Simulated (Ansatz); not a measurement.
# WC (Qusongite) (P-6m2) in Ansatz: reference runs

Aim: a first look at WC (Qusongite) with PBE, on the cell as given and on a disturbed one.

All numbers are computed with Ansatz 0.2.0; they aren't measurements. Logs are shortened: lines on timing, memory, paths and dates and some standing lists are left out, and cuts for length are marked.

**1. The crystal as given**

Symmetry: P-6m2, No. 187, hexagonal system. The conventional cell has a = 2.907 Å, b = 2.907 Å, c = 2.837 Å, α = 90.00°, β = 90.00°, γ = 120.00°. Around W (site symmetry -6m2) lie 6 C at 2.20 Å. Around C (site symmetry -6m2) lie 6 W at 2.20 Å.

**2. Single point, PBE**

The input, input.yaml:

```yaml
crystal:
  lattice:
    - [2.9065, 0.0, 0.0]
    - [-1.45325, 2.5171028361, 0.0]
    - [0.0, 0.0, 2.8366]
  atoms:
    - { symbol: W, position: [0.0, 0.0, 0.0] }
    - { symbol: C, position: [0.6666666667, 0.3333333333, 0.5] }
hamiltonian:
  xc: pbe
  pseudopotentials: { kind: paw }
kpoints:
  mp_grid: { grid: [10, 10, 9] }
scf:
  occupations: { method: fermi_dirac, width: 0.05 }
output:
  forces: true
  stress: true
  eigenvalues: true
  write_density: true
  write_potential: true
  elf: true
  volumetric_format: npy
```

Potentials or basis: Ansatz PAW.

Launch:

```
$ ansatz run input.yaml --threads 1 --pin off --max-ram 2560MiB --backend cpu --events-out ev --progress --plain --runs-dir out
```

What it wrote:

```text
Warning: RAYON_NUM_THREADS=1 ignored (pool sized by the plan → 1); use --threads N
Engine: ansatz 0.2.0, aarch64-unknown-linux-gnu
Pseudopotentials: kind: paw
Pseudopotential: W, paw, valence charge 14, recommended cutoff 420 eV (normal), W.paw.azcp
Pseudopotential: C, paw, valence charge 4, recommended cutoff 420 eV (normal), C.paw.azcp
Functional definition: PBE
  parameter kappa = 0.804
  parameter beta = 0.06672455060314922
  exchange = pbe_x(kappa = kappa, mu = beta*pi^2/3)
  correlation = pbe_c(beta = beta)
Crystal: 2 atoms, lattice volume = 20.752 Å³
Basis set: ecut = 420 eV, 405 PW (Γ), exchange–correlation on 40×40×40 points (8 copies of the dense FFT grid, shifted against one another)
Bands: 13, of which v1, the nominal top of the filled ones, is band 9 counted from 1 (8 counted from 0)
Symmetry: 12 space group operations
Space group: P-6m2 (ITA 187), of the structure as read, at distance tolerance 2.7e-5 Å
k-points: 70 of 900 (time reversal used)
Non-local potential: W, projectors of the file, l = 0: 3, l = 1: 2, l = 2: 2, l = 3: 1
Non-local potential: C, projectors of the file, l = 0: 2, l = 1: 2, l = 2: 1
PAW form: soft (Blöchl's): semilocal exchange-correlation on the pseudo side does not see the compensation charge
PAW one-centre angular grid: W, 590 points (default); XC on 64 Gauss nodes
PAW one-centre angular grid: C, 110 points (default); XC on 64 Gauss nodes
Initial density: superposition of atomic densities (neutral atoms: chi_scale 0, normalization atom), corrected by the library's trained network
Initial wavefunctions: pseudopotential atomic-orbital guess
Functional: x = pbe(κ = 0.804, μ = 0.2195149727645171), c = pbe(β = 0.06672455060314922)
SCF iter   1: F=—  HF=-10636.055206 eV  |F-HF|=—  |Δ(HF+E_count)|=         —  Δρ=7.09e-3  dr2=2.36e-3  ethr=1.77e-3  ⟨swp⟩=5.8  Hψ=4557  notcnv=0
preconditioner: auto → none  [metal: Δε(μ)=0.105 eV  Ē_g=10.095 eV  σ=0.050 eV  W_gap=0.43  n_scr=8 (ndim 8)  ℏωp=25.8 eV  f_vac=0.000  D(μ)=0.25/eV (n_scr^D=0)  sad-step TF]
SCF iter   2: F=—  HF=-10636.057822 eV  |F-HF|=—  |Δ(HF+E_count)|=   2.62e-3  Δρ=4.13e-3  dr2=8.43e-4  ethr=1.31e-5  ⟨swp⟩=2.0  Hψ=1760  notcnv=0
SCF iter   3: F=—  HF=-10636.058880 eV  |F-HF|=—  |Δ(HF+E_count)|=   1.06e-3  Δρ=3.80e-4  dr2=2.58e-5  ethr=4.68e-6  ⟨swp⟩=2.2  Hψ=1347  notcnv=0
SCF iter   4: F=—  HF=-10636.058869 eV  |F-HF|=—  |Δ(HF+E_count)|=   1.02e-5  Δρ=1.35e-4  dr2=2.12e-6  ethr=1.43e-7  ⟨swp⟩=2.6  Hψ=1527  notcnv=0
iter 5 did not close the SCF: its close was put off for the readings that it lacked (scf_convergence_deferred on its scf_iter line)
SCF iter   5: F=-10636.058870 eV  HF=-10636.058870 eV  |F-HF|=6.47e-8  |Δ(HF+E_count)|=   3.64e-7  Δρ=2.46e-5  dr2=9.68e-8  ethr=1.18e-8  ⟨swp⟩=2.0  Hψ=1469  notcnv=0
SCF iter   6: F=-10636.058870 eV  HF=-10636.058870 eV  |F-HF|=3.36e-9  |Δ(HF+E_count)|=   3.31e-8  Δρ=5.56e-6  dr2=5.42e-9  ethr=5.38e-10  ⟨swp⟩=5.9  Hψ=5245  notcnv=0
SCF 1 converged in 6 iterations: F = -10636.058870 eV  dr2 = 5.42e-9
SCF converged after 6 iterations
Free energy (F): -10636.058870 eV
Harris-Foulkes:  -10636.058870 eV  (|F-HF|=3.36e-9)
Internal energy: -10636.056990 eV  (E = F + TS)
E sigma→0 (E₀):  -10636.057930 eV
Entropy (-TS):   -0.001880 eV (-0.940 meV/atom)
Fermi energy:    20.582343 eV
--- Per-component energies (eV) ---
  E_band       = -58.455771
  E_kinetic    = 542.024820
  E_local      = -664.678412  (includes V_loc(G=0)·N_el)
  E_nonlocal   = 25.461223
  E_hartree    = 235.140413
  E_xc         = -316.592357
  E_vxc        = -300.494030  (∫ρ·V_xc dr)
  E_paw        = -8661.152973  (= ΣΔE_a)
  E_vpaw       = -131.048390  (= ΣTr[D̂ρ^β])
  E_aug_tail   = -0.000062  (compensation charges beyond the density's cutoff)
  E_ewald      = -1796.259643
  E_smearing   = -0.001880  (= −TS)
  E_closure    = 0.000000  (closes the sum)
  Σ components = -10636.058870   (vs F -10636.058870, Δ=0.00e0)
--- Forces (eV/Å), atoms counted from 1 ---
  atom   1  W      0.00000000     0.00000000     0.00000000
  atom   2  C      0.00000000    -0.00000000     0.00000000
  max |Σ_I F_I| component: 2.31e-16 eV/Å
--- Stress (GPa, compression-positive) ---
        5.881983       0.000000      -0.000000
        0.000000       5.881983      -0.000000
       -0.000000      -0.000000       5.047601
  P = ⅓ Tr σ = 5.6039 GPa (56.039 kbar)
--- Band table (eV; the first three rows and the last of 70) ---
  k-point 0: bands = ["-53.3446", "-17.3649", "-17.2564", "-17.2564", "6.1380", "16.2728", "17.2465", "17.2465", "20.6657", "23.8192", "23.8192", "26.1962", "26.1962"]
  k-point 1: bands = ["-53.3398", "-17.4563", "-17.2486", "-17.2486", "6.4373", "16.1003", "17.3822", "17.3822", "20.6617", "22.9089", "22.9089", "26.6706", "26.6706"]
  k-point 2: bands = ["-53.3277", "-17.6822", "-17.2286", "-17.2286", "7.2732", "15.2834", "17.7539", "17.7539", "21.2342", "21.5248", "21.5248", "26.6778", "26.6778"]
  k-point 69: bands = ["-53.2412", "-17.8988", "-17.7987", "-17.6443", "9.6197", "13.5744", "15.1541", "18.6894", "19.8453", "25.0343", "26.8896", "27.6879", "30.0694"]
```

Wall time 2.1 s (1 thread of Arm Neoverse V2, shared host); peak memory 0.28 GiB.

Results:

```
Free energy            : -10636.0589 eV
Pressure               : 5.6 GPa
Band gap on the k mesh : none (metal or under the smearing width)
```

Stress tensor (GPa, compression positive):
```
5.88 0.00 0.00
0.00 5.88 0.00
0.00 0.00 5.05
```

Caveat: the pressure holds a Pulay correction of +0.3 GPa for the finite cutoff. The run has no spin-orbit coupling, so splittings on W are missing.

**3. Single point, PBE (atoms moved at random, drawn with an rms of 0.05 Å)**

input.yaml, as its differences from that of step 2:

```diff
@@ -6,4 +6,4 @@
   atoms:
-    - { symbol: W, position: [0.0, 0.0, 0.0] }
-    - { symbol: C, position: [0.6666666667, 0.3333333333, 0.5] }
+    - { symbol: W, position: [0.005945, 0.006678, 0.019474] }
+    - { symbol: C, position: [0.682089, 0.324848, 0.51994] }
 hamiltonian:
```

Potentials or basis: Ansatz PAW.

Launch:

```
$ ansatz run input.yaml --threads 1 --pin off --max-ram 2560MiB --backend cpu --events-out ev --progress --plain --runs-dir out
```

Run time: 12 s. Hardware: 1 thread of Arm Neoverse V2, shared host; peak memory 0.42 GiB.

It converged, with:

```yaml
Free_energy: -10636.0267 eV
Pressure: 6.3 GPa
Largest_force: 1.035 eV/Å
Band_gap_on_the_k_mesh: none (metal or under the smearing width)
```

Forces on the atoms (eV/Å):
```
W    0.829 -0.620  0.019
C   -0.829  0.620 -0.019
```

Stress tensor (GPa, compression positive):
```
 7.89 -2.13  0.03
-2.13  4.65 -0.02
 0.03 -0.02  6.23
```

Levels at points of the mesh, in eV from the Fermi level:
```tsv
k point	band 5	band 6	band 7	band 8	band 9	band 10	band 11	band 12	band 13
(0.00, 0.00, 0.00)	-14.47	-4.36	-3.43	-3.24	0.04	3.17	3.28	5.10	5.91
(0.00, -0.50, 0.00)	-11.23	-6.93	-3.64	-3.53	-0.47	2.28	4.56	4.93	6.56
(-0.50, 0.00, 0.00)	-11.18	-6.98	-3.66	-3.58	-0.43	2.29	4.54	4.92	6.69
(-0.50, -0.50, 0.00)	-10.94	-7.25	-3.85	-3.59	-0.41	2.37	4.43	4.79	7.37
```

Caveat: the pressure holds a Pulay correction of +0.3 GPa for the finite cutoff. The run has no spin-orbit coupling, so splittings on W are missing.
